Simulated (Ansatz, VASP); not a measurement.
**Two plane-wave programs on TaN**

```xyz
2
Lattice="0.0000 2.2113 2.2113 2.2113 0.0000 2.2113 2.2113 2.2113 0.0000" Properties=species:S:1:pos:R:3 pbc="T T T"
Ta    2.2113    2.2113    2.2113
N     0.0000    0.0000    0.0000
```

The cell comes from a database or a generator and needn't be the stable form of this composition.

Alike in both runs: functional r2SCAN; k mesh 10 × 10 × 10; occupations fermi-dirac, width 0.05 eV; no spin polarisation; Hubbard terms Ta d U = 3.0 eV.

|  | VASP | Ansatz |
| --- | --- | --- |
| version | VASP 6.6.1 | Ansatz 0.2.0 |
| potentials or method | VASP PAW PBE potentials, release 64 (Ta_pv, N) | Ansatz PAW |
| plane-wave cutoff (eV) | 520 | 500 |
| valence electrons in the cell | 16 | 18 |
| task | single point | projected density of states |

```csv
,VASP,Ansatz,Ansatz less VASP
gap on the k mesh at the Fermi level (eV),none,none,-
pressure (GPa),4.4,-3.4,-7.79
```

The programs project onto different local orbitals, so the same U acts differently. A gap of «none» marks a metal or a gap that the smearing closes. The two sets of potentials don't hold the same shells in valence.

Caveats: U without spin polarisation on a metal has little footing; the PAW data sets were made with another functional, which shifts forces and pressure a little (VASP); the PAW data sets come from PBE, with cores solved anew for the run's functional, which leaves a small shift of forces and pressure (Ansatz); the density of states is complete only up to the lowest level of the last band computed (Ansatz). Spin-orbit coupling is left out, which matters for the levels of Ta.
